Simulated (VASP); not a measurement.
# SnSe (Fm-3m) in VASP: notebook

Runs on SnSe. Level: PBE+D3(BJ). Tasks: single point, relaxation of cell and atoms.

Everything below comes from runs of VASP 6.6.1. Logs are shortened: lines on timing, memory, paths and dates and some standing lists are left out, and cuts for length are marked.

**1. Starting point**

Symmetry: Fm-3m, No. 225, cubic system. Conventional cell: a = 5.978 Å, b = 5.978 Å, c = 5.978 Å, α = 90.00°, β = 90.00°, γ = 90.00°. Sn (site symmetry m-3m) has 6 Se at 2.99 Å as nearest neighbours. Se (site symmetry m-3m) is surrounded by 6 Sn at 2.99 Å.

Measurements of this composition are mostly on another form, of space group No. 62.

**2. Single point, PBE+D3(BJ)**

Input file INCAR:

```
SYSTEM = SnSe
ALGO     = Fast           ! electronic algorithm
EDIFF    = 1E-6           ! SCF threshold, eV
ENCUT    = 520            ! plane-wave cutoff, eV
GGA      = PE             ! functional
ISIF     = 2              ! what is computed and relaxed
ISMEAR   = 0              ! smearing method
IVDW     = 12             ! dispersion correction
LASPH    = .True.         ! aspherical terms in the spheres
LCHARG   = .False.        ! write CHGCAR
LREAL    = .False.        ! projectors in reciprocal space
LWAVE    = .False.        ! write WAVECAR
NBANDS   = 17             ! bands
NELM     = 100            ! most SCF steps
PREC     = Accurate       ! precision mode
SIGMA    = 0.02           ! smearing width, eV
```

Input file KPOINTS:

```
k-points
0
Gamma
  10 10 10
  0 0 0
```

Input file POSCAR:

```
SnSe
1.0
    0.0000000000      2.9887688371      2.9887688371
    2.9887688371      0.0000000000      2.9887688371
    2.9887688371      2.9887688371      0.0000000000
Sn Se
1 1
Direct
    0.0000000000      0.0000000000      0.0000000000
    0.5000000000      0.5000000000      0.5000000000
```

Potentials or basis: VASP PAW PBE potentials, release 64 (Sn_d, Se).

Run with:

```
> cat potpaw_PBE.64/Sn_d/POTCAR potpaw_PBE.64/Se/POTCAR > POTCAR
> mpirun -np 1 vasp_std > vasp.out
```

OUTCAR:

```text
SYSTEM = SnSe
   EDIFF = 1E-6
   ENCUT = 520
   GGA = PE
   ISIF = 2
   ISMEAR = 0
   IVDW = 12
   LASPH = .True.
   LREAL = .False.
   NELM = 100
   PREC = Accurate
 IVDW          = 12

 ion  position               nearest neighbor table
   1  0.000  0.000  0.000-   2 2.99   2 2.99   2 2.99   2 2.99   2 2.99   2 2.99
   2  0.500  0.500  0.500-   1 2.99   1 2.99   1 2.99   1 2.99   1 2.99   1 2.99

  LATTYP: Found a face centered cubic cell.
 ALAT       =     5.9775376742

  Lattice vectors:

 A1 = (   0.0000000000,   2.9887688371,   2.9887688371)
 A2 = (   2.9887688371,   0.0000000000,   2.9887688371)
 A3 = (   2.9887688371,   2.9887688371,   0.0000000000)

Analysis of symmetry for initial positions (statically):
=====================================================================
 Subroutine PRICEL returns:
 Original cell was already a primitive cell.

 Routine SETGRP: Setting up the symmetry group for a
 face centered cubic supercell.

 Subroutine GETGRP returns: Found 48 space group operations
 (whereof 48 operations were pure point group operations)
 out of a pool of 48 trial point group operations.

The static configuration has the point symmetry O_h .

Analysis of symmetry for dynamics (positions and initial velocities):
=====================================================================
 Subroutine PRICEL returns:
 Original cell was already a primitive cell.

 Routine SETGRP: Setting up the symmetry group for a
 face centered cubic supercell.

 Subroutine GETGRP returns: Found 48 space group operations
 (whereof 48 operations were pure point group operations)
 out of a pool of 48 trial point group operations.

The dynamic configuration has the point symmetry O_h .

 Subroutine INISYM returns: Found 48 space group operations
 (whereof 48 operations are pure point group operations),
 and found     1 'primitive' translations

----------------------------------------------------------------------------------------

                                     Primitive cell

  volume of cell :      53.3958

  direct lattice vectors                    reciprocal lattice vectors
     0.000000000  2.988768837  2.988768837    -0.167292965  0.167292965  0.167292965
     2.988768837  0.000000000  2.988768837     0.167292965 -0.167292965  0.167292965
     2.988768837  2.988768837  0.000000000     0.167292965  0.167292965 -0.167292965

  length of vectors
     4.226757424  4.226757424  4.226757424     0.289759915  0.289759915  0.289759915

  position of ions in fractional coordinates (direct lattice)
     0.000000000  0.000000000  0.000000000
[... 81 lines left out ...]
   NSW    =      0    number of steps for IOM
   IBRION =     -1    ionic relax: 0-MD 1-quasi-New 2-CG
   NFREE  =      0    steps in history (QN), initial steepest desc. (CG)
   ISIF   =      2    stress and relaxation
   ISYM   =      2    0-nonsym 1-usesym 2-fastsym
   POTIM  = 0.5000    time-step for ionic-motion
   TEBEG  =    0.0;   TEEND  =   0.0 temperature during run
   PSTRESS=    0.0 pullay stress
   NELECT =      20.0000    total number of electrons
   NUPDOWN=      -1.0000    fix difference up-down
   EMIN   =  10.00;   EMAX   =-10.00  energy-range for DOS
   EFERMI =   0.00;   METHOD = LEGACY
   ISMEAR =     0;   SIGMA  =   0.02  broadening in eV -4-tet -1-fermi 0-gaus
   EFERMI_NEDOS =   21; number of points for ismear=-14 and -15
   IALGO  =     68    algorithm
   IMIX   =      4    mixing-type and parameters
     AMIX     =   0.40;   BMIX     =  1.00
     AMIX_MAG =   1.60;   BMIX_MAG =  1.00
  volume/ion in A,a.u.               =      26.70       180.17
  Fermi-wavevector in a.u.,A,eV,Ry     =   1.180092  2.230050 18.947704  1.392617
  Thomas-Fermi vector in A             =   2.316391
   LORBIT       =      0    0 simple, 1 ext, 2 COOP (PROOUT), +10 PAW based schemes
   GGA     = PE    functional components
   LHFCALC =     F    Hartree Fock is set to
   AEXX    =    0.0000 exact exchange contribution
   IVDW    =    12    specifies the selected vdW correction
   LEPSILON=     F    determine dielectric tensor
   LRPA    =     F    only Hartree local field effects (RPA)
 non-spin polarized calculation
 RMM-DIIS sequential band-by-band and
 Gauss-broadening in eV      SIGMA  =   0.02
  energy-cutoff  :      520.00
  volume of cell :       53.40
 maximum number of plane-waves:      1459
   NGX = 15   NGY = 15   NGZ = 15

 number of electron      20.0000008 magnetization

 Free energy of the ion-electron system (eV)
  ---------------------------------------------------
  ext. energy  EPLUGINS =         0.00000000
  ---------------------------------------------------
  free energy    TOTEN  =        -8.20139574 eV

  energy without entropy =       -8.20139574  energy(sigma->0) =       -8.20139574

 E-fermi :   5.9734     XC(G=0):  -9.6943

 val. band max:        5.8095165956   @ k =   0.5000   0.0000   0.0000
 cond. band min:       6.3291775876   @ k =  -0.4000   0.1000   0.0000
 fundamental gap:      0.5196609919
 Fermi energy:         5.9733615716

 k-point     1 :       0.0000    0.0000    0.0000
  band No.  band energies     occupation
      1     -15.7732      2.00000
      2     -15.7732      2.00000
      3     -15.7732      2.00000
      4     -15.7718      2.00000
      5     -15.7718      2.00000
      6      -8.1824      2.00000
[... 457 lines left out ...]
      4     -15.7587      2.00000
      5     -15.7577      2.00000
      6      -7.2041      2.00000
[... 9 lines left out ...]
     16      16.6054      0.00000
     17      17.2592      0.00000

 [... further k-points ...]

------------------------ aborting loop because EDIFF is reached ----------------------------------------

 Edisp (eV)   -0.72221

 E8    (eV) :    -0.3255

  FORCE on cell =-STRESS in cart. coord.  units (eV):
  Direction    XX          YY          ZZ          XY          YZ          ZX
  --------------------------------------------------------------------------------------
  -------------------------------------------------------------------------------------
  Total      -0.00060    -0.00060    -0.00060     0.00000     0.00000     0.00000
  in kB      -0.01803    -0.01803    -0.01803     0.00000     0.00000     0.00000
  external pressure =       -0.02 kB  Pullay stress =        0.00 kB

 VOLUME and BASIS-vectors are now :
 -----------------------------------------------------------------------------
  energy-cutoff  :      520.00
  volume of cell :       53.40
      direct lattice vectors                 reciprocal lattice vectors
     0.000000000  2.988768837  2.988768837    -0.167292965  0.167292965  0.167292965
     2.988768837  0.000000000  2.988768837     0.167292965 -0.167292965  0.167292965
     2.988768837  2.988768837  0.000000000     0.167292965  0.167292965 -0.167292965

 POSITION                                       TOTAL-FORCE (eV/Angst)
 -----------------------------------------------------------------------------------
      0.00000      0.00000      0.00000        -0.000000      0.000000     -0.000000
      2.98877      2.98877      2.98877         0.000000     -0.000000      0.000000
 -----------------------------------------------------------------------------------
    total drift:                                0.000000     -0.000000     -0.000000

  FREE ENERGIE OF THE ION-ELECTRON SYSTEM (eV)
  ---------------------------------------------------
  free  energy   TOTEN  =        -8.9236015362 eV

  energy  without entropy=       -8.9236015362  energy(sigma->0) =       -8.92360154
```

Wall time 16 s (1 thread of Intel Xeon 6975P-C (Granite Rapids), shared host); peak memory 0.2 GiB.

Results:

```yaml
Free_energy: -8.9236 eV
Pressure: 0.0 GPa
Band_gap_on_the_k_mesh: 0.52 eV, indirect (least direct gap 0.64 eV)
Dispersion_energy_per_atom: -0.361 eV
```

Levels at points of the mesh, in eV from the valence-band top:
```
           k point  band 6  band 7  band 8  band 9  band 10  band 11  band 12  band 13  band 14  band 15
(0.00, 0.00, 0.00)  -13.99   -4.98   -2.23   -2.23    -2.23     4.42     4.42     4.42     5.86     5.86
(0.50, 0.00, 0.00)  -13.01   -8.14   -1.98   -1.98     0.00     0.68     1.25     1.25     8.33    10.23
(0.50, 0.50, 0.00)  -12.72   -5.99   -5.60   -3.72    -3.72     2.97     5.49     5.49     6.13    10.53
```

Caveat: spin-orbit coupling is left out, which moves the levels of the heavy elements. A k mesh can miss the band edges.

[end of part 1 of 2]
